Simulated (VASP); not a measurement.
## A VASP 6.6.1 single-point calculation on CdS

INCAR

```
LCHARG = .FALSE.
IBRION = -1
GGA = PE
LMAXMIX = 4
LREAL = .TRUE.
EDIFF = 1E-7
ISIF = 2
SIGMA = 0.02
NELM = 120
ENCUT = 520
LASPH = .TRUE.
LWAVE = .FALSE.
LDAUTYPE = 2
NSW = 0
LDAUJ = 0 0
LDAUL = 2 -1
NBANDS = 21
LDAUU = 4.0 0
PREC = Accurate
LDAU = .TRUE.
ISMEAR = -1
```

KPOINTS

```
KPOINTS created by Atomic Simulation Environment
0
Gamma
8 8 8
0 0 0
```

POSCAR

```
Cd S
 1.0000000000000000
     0.0000000000000000    2.8216462493000001    3.1054065889000002
     2.8216462493000001    0.0000000000000000    3.1054065889000002
     2.8216462493000001    2.8216462493000001    0.0000000000000000
 Cd  S
   1   1
Cartesian
  0.0000000000000000  0.0000000000000000  0.0000000000000000
  1.4108231246499998  1.4108231246499998  1.5527032944500001
```

The recommended PBE PAW datasets give the neutral cell 18 valence electrons.

Command

```
mpirun -np 1 vasp_std
```

OSZICAR

```
N       E                     dE             d eps       ncg     rms          rms(c)
DAV:   1     0.114399716488E+03    0.11440E+03   -0.88924E+03  2638   0.785E+02
DAV:   2    -0.719166662080E+00   -0.11512E+03   -0.10821E+03  2806   0.211E+02
DAV:   3    -0.594684426946E+01   -0.52277E+01   -0.52000E+01  3038   0.478E+01
DAV:   4    -0.597753500502E+01   -0.30691E-01   -0.30686E-01  2766   0.367E+00
DAV:   5    -0.597780295253E+01   -0.26795E-03   -0.26794E-03  3062   0.321E-01    0.946E+00
DAV:   6    -0.549745862059E+01    0.48034E+00   -0.49782E-01  2906   0.781E+00    0.730E+00
DAV:   7    -0.548994691342E+01    0.75117E-02   -0.19235E-01  2928   0.232E+00    0.318E+00
DAV:   8    -0.549295035071E+01   -0.30034E-02   -0.19215E-02  2763   0.131E+00    0.428E-01
DAV:   9    -0.549324881936E+01   -0.29847E-03   -0.20105E-03  2868   0.524E-01    0.138E-01
DAV:  10    -0.549329134050E+01   -0.42521E-04   -0.21972E-04  2931   0.129E-01    0.909E-02
DAV:  11    -0.549340141674E+01   -0.11008E-03   -0.19732E-04  2628   0.794E-02    0.564E-02
DAV:  12    -0.549340085111E+01    0.56562E-06   -0.10346E-05  2823   0.203E-02    0.206E-02
DAV:  13    -0.549340097890E+01   -0.12779E-06   -0.67286E-07  2907   0.408E-03    0.177E-02
DAV:  14    -0.549340154168E+01   -0.56277E-06   -0.19202E-07  2717   0.265E-03    0.102E-02
DAV:  15    -0.549340196067E+01   -0.41900E-06   -0.61350E-07  2731   0.393E-03    0.172E-03
DAV:  16    -0.549340198918E+01   -0.28510E-07   -0.24047E-08  1977   0.866E-04
   1 F= -.54934020E+01 E0= -.54934020E+01  d E =-.904847E-11
```

From OUTCAR

```
k-points           NKPTS =     59   k-points in BZ     NKDIM =     59   number of bands    NBANDS=     21

   NELECT =      18.0000    total number of electrons

   dimension x,y,z NGX =    32 NGY =   32 NGZ =   30
   dimension x,y,z NGXF=    64 NGYF=   64 NGZF=   60

  energy-cutoff  :      520.00
  volume of cell :       49.45
      direct lattice vectors                 reciprocal lattice vectors
     0.000000000  2.821646249  3.105406589    -0.177201518  0.177201518  0.161009512
     2.821646249  0.000000000  3.105406589     0.177201518 -0.177201518  0.161009512
     2.821646249  2.821646249  0.000000000     0.177201518  0.177201518 -0.161009512

 k-points in reciprocal lattice and weights: KPOINTS created by Atomic Simulation Env
   0.00000000  0.00000000  0.00000000       0.002
   0.12500000  0.00000000  0.00000000       0.016
   0.25000000  0.00000000  0.00000000       0.016
   0.37500000  0.00000000  0.00000000       0.016
   0.50000000  0.00000000  0.00000000       0.008
   0.12500000  0.12500000  0.00000000       0.004
   0.25000000  0.12500000  0.00000000       0.016
   0.37500000  0.12500000  0.00000000       0.016
   ...

 E-fermi :   1.6426

 k-point     1 :       0.0000    0.0000    0.0000
  band No.  band energies     occupation
      1     -11.0171      2.00000
      2      -8.0616      2.00000
      3      -8.0141      2.00000
      4      -8.0122      2.00000
      5      -7.6451      2.00000
      6      -7.6268      2.00000
      7       0.9163      2.00000
      8       1.2475      2.00000
      9       1.2477      2.00000
     10       2.5120      0.00000
     11       7.9764      0.00000
     12       8.0023      0.00000
     13       8.0037      0.00000
     14      11.6151      0.00000
     15      12.9025      0.00000
     16      13.2395      0.00000
     17      13.3996      0.00000
     18      15.2805      0.00000
     19      15.2815      0.00000
     20      17.3396      0.00000
     21      24.0727      0.00000

 k-point     2 :       0.1250    0.0000    0.0000
  band No.  band energies     occupation
      1     -10.9731      2.00000
      2      -8.0335      2.00000
      3      -7.9967      2.00000
      4      -7.9504      2.00000
      5      -7.6403      2.00000
      6      -7.6307      2.00000
      7       0.1329      2.00000
      8       0.9198      2.00000
      9       1.1552      2.00000
     10       3.3389      0.00000
     11       7.6244      0.00000
     12       8.1941      0.00000
     13       8.2276      0.00000
     14      11.2810      0.00000
     15      12.5165      0.00000
     16      13.4031      0.00000
     17      14.3569      0.00000
     18      14.9139      0.00000
     19      16.5312      0.00000
     20      18.8440      0.00000
     21      21.6714      0.00000

 ...

  Total        1.4385052      1.4385052      0.6846335      0.0000000      0.0000000      0.0000000
  in kB       46.6088549     46.6088549     22.1827374      0.0000000      0.0000000      0.0000000
  external PRESSURE =      38.4668158 kB  Pullay stress =       0.0000000 kB

 POSITION                                       TOTAL-FORCE (eV/Angst)
 -----------------------------------------------------------------------------------
      0.00000      0.00000      0.00000         0.000000      0.000000      0.000000
      1.41082      1.41082      1.55270        -0.000000     -0.000000      0.000000
 -----------------------------------------------------------------------------------
    total drift:                                0.000002      0.000002     -0.000001

  FREE ENERGIE OF THE ION-ELECTRON SYSTEM (eV)
  ---------------------------------------------------
  free  energy   TOTEN  =        -5.4934019892 eV

  energy  without entropy=       -5.4934019892  energy(sigma->0) =       -5.49340199
```

It converged. Results: gap between bands v and c on the k mesh 1.26 eV; least direct gap on the k mesh 1.26 eV; pressure 3.8 GPa. Band v is the last that the valence electrons fill when counted band by band, and c is the next.

For comparison, a separate PBE run of the intended cell, on usual settings and not on those above, gives a gap of 1.03 eV on its mesh and a pressure of 3.2 GPa.

The run above took about 57 s on one core of a shared host (Intel Xeon Platinum 8488C) and held 0.18 GiB at most.
